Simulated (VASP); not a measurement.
# SrCl2: Cl into a neighbouring Cl vacancy, part 3 of 7

Aim: the barrier for one hop in SrCl2: Cl into a neighbouring Cl vacancy. The start is a cell from a database of measured crystal structures.

VASP 6.6.1; PBEsol; plane waves and PAW (Sr_sv, Cl).

So far. Step 2 (Relax the host): The run ended after 3 ionic steps, 0.006 eV below its first step, once forces and stress met EDIFFG = -0.02.

## Step 3: Relax the start (continued)

From OUTCAR (step 3):

```text
NELECT = 280

 ion  position               nearest neighbor table
   1  0.001  1.000  0.001-  27 2.98  26 2.98  24 2.99  17 2.99  30 2.99  21 3.00  20 3.01  23 3.02
                             2 4.87   7 4.87   8 4.87   5 4.89   4 4.89  10 4.89   6 4.89  10 4.89
   2  0.004  0.997  0.333-  15 2.95  24 2.97  28 2.97  18 2.99  25 3.00  22 3.00  21 3.00  31 3.03
                            11 4.82   1 4.87   7 4.88   8 4.88   9 4.88   5 4.89   6 4.89   5 4.90
   3  0.002  0.999  0.666-  16 2.97  26 2.98  29 2.99  25 3.00  22 3.02  32 3.02  23 3.03  19 3.04
                             9 4.85  12 4.86   4 4.88   6 4.89   5 4.89   7 4.89   8 4.90   2 4.90
   4  0.000  0.501  1.000-  23 2.96  29 2.97  14 2.97  27 2.99  18 3.00  33 3.01  24 3.02  20 3.02
                            12 4.87   5 4.88   7 4.88   3 4.88   6 4.89   1 4.89  10 4.89  10 4.89
   5  0.000  0.498  0.333-  28 2.98  18 2.99  19 2.99  21 2.99  34 3.00  25 3.00  27 3.01   4 4.88
                             8 4.88  11 4.88   2 4.89   1 4.89   3 4.89   2 4.90  10 4.90  11 4.90
   6  0.999  0.500  0.668-  35 2.96  22 2.97  20 2.97  19 2.99  13 2.99  26 3.00  29 3.00  28 3.01
                            11 4.87  12 4.87  10 4.87   9 4.87   3 4.89   4 4.89   2 4.89   1 4.89
   7  0.501  0.999  0.999-  32 2.95  17 2.96  23 2.98  24 2.99  15 3.00  33 3.01  14 3.01  30 3.02
                             1 4.87   2 4.88   4 4.88  10 4.88  11 4.89  12 4.89   3 4.89  10 4.90
   8  0.504  0.999  0.333-  21 2.96  34 2.97  31 2.98  30 3.00  16 3.00  25 3.00  15 3.03   9 4.81
                             1 4.87   5 4.88  11 4.88   2 4.88  12 4.89  10 4.90   3 4.90   2 4.91
   9  0.501  0.999  0.662-  31 2.93  16 2.95  35 2.98  22 3.00  13 3.02  32 3.04  26 3.04  17 3.06
                             8 4.81  12 4.81   3 4.85   6 4.87  11 4.88   2 4.88   6 4.91  10 4.92
  10  0.501  0.499  1.000-  20 2.97  33 2.98  30 2.99  35 3.00  27 3.00  17 3.00  14 3.02  12 4.85
                             6 4.87   7 4.88   1 4.89   4 4.89   4 4.89   1 4.89   8 4.90   5 4.90
  11  0.495  0.504  0.335-  13 2.95  15 2.97  28 2.99  34 3.00  33 3.00  31 3.02  18 3.05   2 4.82
                             6 4.87   8 4.88   9 4.88   5 4.88   7 4.89   5 4.90   8 4.91  10 4.91
  12  0.499  0.503  0.669-  16 2.97  14 2.97  35 2.98  19 2.99  29 3.00  34 3.03  13 3.06  32 3.06
                             9 4.81  10 4.85   3 4.86   4 4.87   6 4.87   8 4.89   7 4.89   6 4.91
  13  0.374  0.377  0.581-  11 2.95   6 2.99   9 3.02  12 3.06
  14  0.372  0.376  0.916-  12 2.97   4 2.97   7 3.01  10 3.02
  15  0.374  0.876  0.249-   2 2.95  11 2.97   7 3.00   8 3.03
  16  0.374  0.874  0.584-   9 2.95  12 2.97   3 2.97   8 3.00
  17  0.376  0.875  0.918-   7 2.96   1 2.99  10 3.00   9 3.06
  18  0.877  0.372  0.250-   5 2.99   2 2.99   4 3.00  11 3.05
  19  0.874  0.379  0.582-   5 2.99   6 2.99  12 2.99   3 3.04
  20  0.873  0.376  0.916-  10 2.97   6 2.97   1 3.01   4 3.02
  21  0.874  0.873  0.251-   8 2.96   5 2.99   1 3.00   2 3.00
  22  0.876  0.872  0.583-   6 2.97   9 3.00   2 3.00   3 3.02
  23  0.873  0.872  0.919-   4 2.96   7 2.98   1 3.02   3 3.03
  24  0.126  0.123  0.085-   2 2.97   1 2.99   7 2.99   4 3.02
  25  0.128  0.123  0.416-   3 3.00   2 3.00   5 3.00   8 3.00
  26  0.121  0.125  0.752-   3 2.98   1 2.98   6 3.00   9 3.04
  27  0.126  0.627  0.082-   1 2.98   4 2.99  10 3.00   5 3.01
[...]
34  0.625  0.628  0.416-   8 2.97  11 3.00   5 3.00  12 3.03
  35  0.628  0.626  0.749-   6 2.96  12 2.98   9 2.98  10 3.00

 Found      4 irreducible k-points:

   k-points           NKPTS =      4   k-points in BZ     NKDIM =      4   number of bands    NBANDS=    168

   dimension x,y,z NGX =    40 NGY =   40 NGZ =   60
   dimension x,y,z NGXF=    80 NGYF=   80 NGZF=  120

   ENCUT  =  280.0 eV  20.58 Ry    4.54 a.u.  13.35 13.35 20.02*2*pi/ulx,y,z

 E-fermi :   0.2592

 k-point     1 :       0.0000    0.0000    0.0000
  band No.  band energies     occupation
    ...
    136      -0.2322      2.00000
    137      -0.2270      2.00000
    138      -0.1574      2.00000
    139      -0.1314      2.00000
    140       0.0148      2.00000
    141       4.9805      0.00000
    142       5.5283      0.00000
    143       5.7363      0.00000
    144       5.7969      0.00000
    145       5.8377      0.00000
    ...

 k-point     2 :       0.5000    0.0000    0.0000
  band No.  band energies     occupation
    ...
    136      -0.2346      2.00000
    137      -0.2059      2.00000
    138      -0.1692      2.00000
    139      -0.1343      2.00000
    140      -0.0931      2.00000
    141       5.5132      0.00000
    142       5.9005      0.00000
    143       5.9582      0.00000
    144       5.9653      0.00000
    145       6.0375      0.00000
    ...

  Total      -11.1628432    -11.1641423    -11.1490505      0.1300322      0.1834495      0.1389137
  in kB      -18.0004285    -18.0025233    -17.9781874      0.2096810      0.2958180      0.2240026
  external PRESSURE =     -17.9937131 kB  Pullay stress =       0.0000000 kB

  energy-cutoff  :      280.00
  volume of cell :      993.58
      direct lattice vectors                 reciprocal lattice vectors
     0.000000000  6.918741471  6.918741471    -0.072267478  0.072267478  0.072267478
     6.918741471  0.000000000  6.918741471     0.072267478 -0.072267478  0.072267478
    10.378112207 10.378112207  0.000000000     0.048178319  0.048178319 -0.048178319

 POSITION                                       TOTAL-FORCE (eV/Angst)
 -----------------------------------------------------------------------------------
      6.93907      6.93901     13.83178        -0.003096     -0.003426      0.004976
      3.42776      3.42773      0.03511        -0.016772     -0.014006      0.008034
      6.91284      6.91304      0.01943         0.008736      0.007925      0.006825
      3.46885      6.92849     10.34791        -0.014249     -0.005699     -0.003286
      7.01687     10.29997     10.27663        -0.005564      0.011284      0.007667
     10.33081      6.91344      3.48489         0.000690      0.003025     -0.009068
      6.92480      3.46771     10.34579         0.002330     -0.008802     -0.002491
     10.30175      7.01265     10.27914         0.002322      0.012994     -0.006036
      6.91368     10.33064      3.48654         0.003972     -0.000359     -0.015620
     13.70418     13.70532      7.06363        -0.020235     -0.023839      0.009951
      7.00943      7.01126      7.00127         0.013526      0.003314     -0.020166
     10.41207     10.41105      6.85430         0.008303      0.007825      0.003002
      8.67281      8.67017      5.18885         0.003213      0.012641      0.009421
     12.09781     12.09783      5.16463        -0.008024     -0.000563      0.009485
      8.65294      5.20939      8.63865        -0.010267     -0.005729      0.011164
     12.10875      8.66268      8.61910        -0.023209     -0.000175      0.003005
     15.56698     12.06593      8.67422        -0.008673      0.012909      0.001135
      5.20969      8.65284      8.64076        -0.009424     -0.010619      0.001098
      8.66425     12.10682      8.61928        -0.002518     -0.017145     -0.001746
     12.06573     15.56529      8.67636         0.017119     -0.001003     -0.002028
      8.65626      8.65662     12.08394         0.003085      0.000688      0.002325
     12.01783     12.01872     12.20896         0.011852      0.010172     -0.007927
     15.66662     15.66730     12.01047         0.017827      0.015179     -0.021771
      1.73247      1.73339      1.72186         0.003038     -0.000363      0.008519
      5.18986      5.19094      1.99735         0.004224     -0.007569     -0.017031
      8.64498      8.64432      1.69492        -0.017628     -0.016364      0.006632
      5.17886      2.01344      5.19632         0.017208      0.001611     -0.006638
      8.37564      5.19011      5.18754         0.011893      0.007840      0.004751
     12.16009      8.61375      5.17087        -0.000554     -0.003848      0.003885
      2.01334      5.18426      5.20034        -0.000875      0.005646     -0.008909
      5.19157      8.37725      5.18700         0.003121      0.012128      0.004742
      8.61300     12.16063      5.17099        -0.002486     -0.006046      0.003249
      5.17962      5.17644      8.36276         0.005671      0.012019      0.017407
      8.69539      8.69623      8.59368         0.000498     -0.015684      0.000812
     12.06075     12.05956      8.74336         0.004948      0.004039     -0.005367
 -----------------------------------------------------------------------------------
    total drift:                               -0.008948     -0.007428     -0.013298

  FREE ENERGIE OF THE ION-ELECTRON SYSTEM (eV)
  ---------------------------------------------------
  free  energy   TOTEN  =      -158.3155516331 eV

  energy  without entropy=     -158.3155516331  energy(sigma->0) =     -158.31555163

 total charge
# of ion       s       p       d       tot
------------------------------------------
    1        1.994   5.727   0.153   7.874
    2        1.995   5.727   0.154   7.876
    3        1.995   5.727   0.154   7.876
    4        1.994   5.726   0.152   7.873
    5        1.999   5.736   0.180   7.916
    6        1.995   5.728   0.156   7.878
    7        1.994   5.726   0.152   7.873
    8        1.999   5.736   0.180   7.915
    9        1.995   5.727   0.156   7.878
   10        1.999   5.734   0.176   7.909
   11        2.000   5.737   0.180   7.916
   12        1.996   5.730   0.164   7.890
   13        1.582   3.574   0.000   5.155
   14        1.581   3.571   0.000   5.153
   15        1.582   3.574   0.000   5.155
   16        1.582   3.570   0.000   5.152
   17        1.582   3.568   0.000   5.150
   18        1.582   3.574   0.000   5.156
   19        1.582   3.570   0.000   5.152
   20        1.582   3.568   0.000   5.150
   21        1.582   3.573   0.000   5.155
   22        1.581   3.564   0.000   5.145
   23        1.581   3.564   0.000   5.145
   24        1.582   3.573   0.000   5.155
   25        1.581   3.563   0.000   5.144
   26        1.581   3.567   0.000   5.148
   27        1.580   3.559   0.000   5.140
   28        1.581   3.564   0.000   5.145
   29        1.581   3.566   0.000   5.148
   30        1.580   3.559   0.000   5.140
   31        1.581   3.564   0.000   5.145
   32        1.581   3.567   0.000   5.148
   33        1.580   3.562   0.000   5.142
   34        1.583   3.587   0.000   5.170
   35        1.582   3.575   0.000   5.157
--------------------------------------------------
tot         60.324 150.842   1.957 213.123

[... 1 part as in an earlier step ...]

[... 4 further parts left out ...]
```

Step by step:

| step | energy less that of the first step (eV) | largest force (eV/Å) |
| --- | --- | --- |
| 1 | 0.0000 | 0.9986 |
| 2 | -0.2318 | 0.7745 |
| 3 | -0.5895 | 0.3061 |
| 4 | -0.5980 | 0.3469 |
| 5 | -0.6621 | 0.2714 |
| 6 | -0.7589 | 0.1818 |
| 7 | -0.7610 | 0.2071 |
| 8 | -0.7930 | 0.1275 |
| 9 | -0.8042 | 0.1503 |
| 10 | -0.8053 | 0.1345 |
| 11 | -0.8168 | 0.0721 |
| 12 | -0.8188 | 0.0797 |
| 13 | -0.8226 | 0.0505 |
| 14 | -0.8232 | 0.0328 |

The atoms that moved most (Å):

| atom | dx | dy | dz | length |
| --- | --- | --- | --- | --- |
| Cl27 | -0.008 | 0.293 | -0.008 | 0.293 |
| Cl30 | 0.284 | -0.014 | 0.002 | 0.284 |
| Cl28 | -0.277 | 0.034 | 0.022 | 0.280 |
| Cl31 | -0.015 | -0.276 | 0.000 | 0.277 |
| Cl25 | 0.017 | -0.013 | 0.263 | 0.263 |
| Cl33 | -0.007 | -0.013 | -0.257 | 0.258 |
| Sr10 | -0.125 | -0.136 | 0.141 | 0.232 |
| Sr5 | 0.113 | -0.075 | -0.092 | 0.164 |

Final coordinates:

```xyz
35
Lattice="0.0000 6.9187 6.9187 6.9187 0.0000 6.9187 10.3781 10.3781 0.0000" Properties=species:S:1:pos:R:3 pbc="T T T"
Sr    0.0203    0.0203   -0.0057
Sr    3.4278    3.4277    0.0351
Sr    6.9128    6.9130    0.0194
Sr    3.4688    0.0097    3.4292
Sr    7.0169    3.3812    3.3579
Sr   10.3308    6.9134    3.4849
Sr    0.0061    3.4677    3.4271
Sr    3.3830    7.0127    3.3604
Sr    6.9137   10.3306    3.4865
Sr    3.3261    3.3272    7.0636
Sr    7.0094    7.0113    7.0013
Sr   10.4121   10.4110    6.8543
Cl    8.6728    8.6702    5.1889
Cl   12.0978   12.0978    5.1646
Cl    8.6529    5.2094    8.6387
Cl   12.1088    8.6627    8.6191
Cl   15.5670   12.0659    8.6742
Cl    5.2097    8.6528    8.6408
Cl    8.6643   12.1068    8.6193
Cl   12.0657   15.5653    8.6764
Cl    8.6563    8.6566   12.0839
Cl   12.0178   12.0187   12.2090
Cl   15.6666   15.6673   12.0105
Cl    1.7325    1.7334    1.7219
Cl    5.1899    5.1909    1.9974
Cl    8.6450    8.6443    1.6949
Cl    5.1789    2.0134    5.1963
Cl    8.3756    5.1901    5.1875
Cl   12.1601    8.6138    5.1709
Cl    2.0133    5.1843    5.2003
Cl    5.1916    8.3773    5.1870
Cl    8.6130   12.1606    5.1710
Cl    5.1796    5.1764    8.3628
Cl    8.6954    8.6962    8.5937
Cl   12.0607   12.0596    8.7434
```

A gap read on the k-mesh alone can miss the band edges.

This step gave:

```
electronic cycles              : 161
electrons                      : 280
free energy (TOTEN)            : -158.3156 eV
Fermi energy                   : 0.2592 eV
gap on the k-mesh              : 4.966 eV
least direct gap on the k-mesh : 4.966 eV
```

The run ended after 14 ionic steps, 0.823 eV below its first step, once the forces on the free atoms met EDIFFG = -0.05.

(Continued in part 4 of 7.)

[Lines on the potential files, build, host, timing and source positions are cut from VASP's logs without a mark.]

[Logs are printed without paths, hosts, clocks, repeated set-up lines and the standing remarks that a program may print on its own settings, such as how far it seeks lower states.]

[Hosts, paths, dates, database ids (printed as entryN), source tags and the programs' standing remarks are cut or masked in the printed files.]

[Runs that stopped without an error message from VASP are left out.]
